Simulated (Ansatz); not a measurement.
**Al₂As₅: competing structures**

Level of theory: DFT PBE, scalar-relativistic, plane waves, PAW in Ansatz. Settings: cutoff 420 eV, Γ-centred meshes spaced at most about 0.3 Å⁻¹, and about 0.25 Å⁻¹ or finer for metals (2π included), Gaussian smearing. No spin polarisation.

Formation energies are uncorrected and refer to the elements' standard structures at the same level.

Temperature and zero-point effects are left out. Only the structures computed here compete, so a lower one can exist. Weakly bound directions are ill-defined at this level, which has no dispersion term (P3m1), and this can change margins and order among such cells. In C2/m, R-3m an odd number of electrons in the primitive cell allows no gap without spin; a larger cell or a magnetic state could open one. The reference form of As is held partly by dispersion forces, which this level lacks.

Invented guesses were relaxed alike, and ends that match in structure were merged. ΔE counts from the first row. Coordination counts As atoms around Al (those within 1.25 times the shortest such distance or 1.15 times the sum of covalent radii). The ends were matched against large subsets of the Crystallography Open Database and the Materials Project, so a missing match doesn't prove that a structure is unreported.

| # | reached from | type and space group | atoms | Å³/atom | coordination | ΔE (meV/atom) | gap on mesh (eV) | in databases |
| --- | --- | --- | --- | --- | --- | --- | --- | --- |
| 1 | a cell proposed by chemical analogy | P3m1 (No. 156) | 14 | 23.1 | Al 4 | 0 | 0.00 | no match |
| 2 | Rb2Te5 type (C2/m) | C2/m (No. 12) | 7 | 24.2 | Al 5 | 185 | 0.00 | no match |
| 3 | B5W2 type (R-3m) | R-3m (No. 166) | 7 | 19.7 | Al 6 | 204 | 0.00 | no match |

The lowest: Space group P3m1 (No. 156), trigonal, a = 3.965 Å, c = 23.716 Å. Al on its first site has 4 As at 2.47–2.51 Å; Al on its second site is surrounded by 4 As at 2.44–2.51 Å; Al on its third site is surrounded by 4 As at 2.44–2.51 Å; Al on its fourth site has 4 As at 2.44–2.53 Å; As on its first site has 3 Al at 2.47 Å and 3 As at 3.15 Å; 9 more sites not described. Its energy over the elements is −0.19 eV/atom. A negative formation energy is needed for stability but isn't enough: competing phases decide. An observed structure of this formula, if there is one, may be missing.

```cif
data_structure
_symmetry_space_group_name_H-M 'P 1'
_symmetry_Int_Tables_number 1
_cell_length_a 3.9646
_cell_length_b 3.9646
_cell_length_c 23.7161
_cell_angle_alpha 90.000
_cell_angle_beta 90.000
_cell_angle_gamma 120.000
_cell_volume 322.83
loop_
_atom_site_label
_atom_site_type_symbol
_atom_site_fract_x
_atom_site_fract_y
_atom_site_fract_z
_atom_site_occupancy
Al1 Al 0.00000 0.00000 0.42447 1
Al2 Al 0.66667 0.33333 0.28332 1
Al3 Al 0.33333 0.66667 0.14203 1
Al4 Al 0.00000 0.00000 0.00074 1
As1 As 0.33333 0.66667 0.46315 1
As2 As 0.00000 0.00000 0.31877 1
As3 As 0.66667 0.33333 0.17753 1
As4 As 0.33333 0.66667 0.03614 1
As5 As 0.00000 0.00000 0.89412 1
As6 As 0.33333 0.66667 0.84317 1
As7 As 0.33333 0.66667 0.69340 1
As8 As 0.66667 0.33333 0.74674 1
As9 As 0.66667 0.33333 0.55445 1
As10 As 0.00000 0.00000 0.60747 1
```

The second: Space group C2/m (No. 12), monoclinic, a = 8.776 Å, b = 7.722 Å, c = 5.136 Å, β = 102.8°. Al has 5 As at 2.54–2.60 Å; around As on a site of symmetry 2/m lie 2 Al at 2.54 Å and 4 As at 2.77 Å; As on a site of symmetry 1 has 1 As at 2.46 Å, 2 Al at 2.58–2.60 Å and 1 As at 2.77 Å. Counting As atoms around Al, the first has Al 4 and the second has Al 5. The first holds As–As nets (shortest 2.59 Å); the second holds As–As pairs (shortest 2.46 Å). Cells relaxed within their symmetry can be saddle points. Some structure types and database cells were kept out of the candidates from the start, so a known form may be missing.
